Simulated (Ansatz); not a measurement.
## CuI (NiAs type) from LDA to hybrids

All numbers come from Ansatz. Non-magnetic throughout. Whether this structure exists isn't addressed.

CuI built on the NiAs prototype, relaxed with r2SCAN. The symmetry is P6_3/mmc (No. 194, hexagonal); conventional cell a = 4.147 Å, c = 6.336 Å, 23.60 Å³ an atom. Around Cu lie 6 I at 2.87 Å; around I lie 6 Cu at 2.87 Å.

```xyz
4
Lattice="4.1473 0.0000 0.0000 -2.0737 3.5917 0.0000 0.0000 0.0000 6.3364" Properties=species:S:1:pos:R:3 pbc="T T T"
Cu    0.0000    0.0000    0.0000
Cu    0.0000    0.0000    3.1682
I     0.0000    2.3945    1.5841
I     2.0737    1.1972    4.7523
```

Relaxed lattice by functional, symmetry kept:

| functional | k mesh | a (Å) | c (Å) | volume (Å³/atom) |
| --- | --- | --- | --- | --- |
| PBE | 6×6×4 | 4.211 | 6.230 | 23.92 |
| r2SCAN | 6×6×4 | 4.147 | 6.336 | 23.60 |
| PBEsol | 6×6×4 | 4.117 | 6.052 | 22.21 |
| LDA | 6×6×4 | 4.060 | 6.002 | 21.42 |

Gaps on the r2SCAN cell, each the least over its mesh and the special points:
```json
{"level": "LDA", "k mesh": "12×12×4", "gap (eV)": "0.39", "kind": "indirect", "edges": "M → K", "least direct gap (eV)": "0.53"}
{"level": "PBE", "k mesh": "12×12×4", "gap (eV)": "0.48", "kind": "indirect", "edges": "M → K", "least direct gap (eV)": "0.69"}
{"level": "PBE+SOC", "k mesh": "12×12×4", "gap (eV)": "0.42", "kind": "indirect", "edges": "Γ → K", "least direct gap (eV)": "0.55"}
{"level": "r2SCAN", "k mesh": "12×12×4", "gap (eV)": "0.84", "kind": "indirect", "edges": "M → K", "least direct gap (eV)": "1.31"}
{"level": "HSE06", "k mesh": "6×6×4", "gap (eV)": "1.91", "kind": "indirect", "edges": "M → K", "least direct gap (eV)": "2.28"}
{"level": "DDH-PBE0", "k mesh": "6×6×4", "gap (eV)": "1.20", "kind": "indirect", "edges": "M → K", "least direct gap (eV)": "1.46"}
{"level": "PBE0", "k mesh": "6×6×4", "gap (eV)": "2.58", "kind": "indirect", "edges": "M → K", "least direct gap (eV)": "2.94"}
```
PBE, PBE+SOC: smearing of 0.02 eV; the others have fixed occupations.
Wave cutoffs: 420 eV, 500 eV (r2SCAN).

With HSE06 the valence top lies at M and the conduction bottom at K, 1.91 eV higher; the smallest vertical gap, at Γ, is 2.28 eV. Spin-orbit coupling changes the PBE gap by -0.06 eV, to 0.42 eV.

r2SCAN covers 25 % of the step from PBE to HSE06, while HSE06 needs about 18 times r2SCAN's cost (on a coarser mesh). Spin-orbit coupling moves the least or the direct gap by up to 0.14 eV, so it has to be included where a tenth of an eV counts. All these functionals give a gap of the same kind, indirect.

PBE (ground state on 6×6×4): ε∞: 10.96 along x and y, 11.60 along z. Born charges, averaged over directions: Cu +1.83, I -1.83 e.

On the PBEsol cell (a = 4.117 Å, c = 6.052 Å), with PBEsol: One optical level at Γ is imaginary (68i cm⁻¹, printed negative). The program warns that the force constants, and all that is formed from them, aren't settled on this k mesh, so whether the cell is unstable needs a finer one. The clamped-ion dielectric constant comes out as 11.84 along x and y, 12.37 along z. Born charges, averaged over directions: Cu +1.82, I -1.82 e.

Only the levels marked +SOC include spin-orbit coupling.

The meshes of the hybrids are coarse, so their gaps aren't converged to the digits shown.
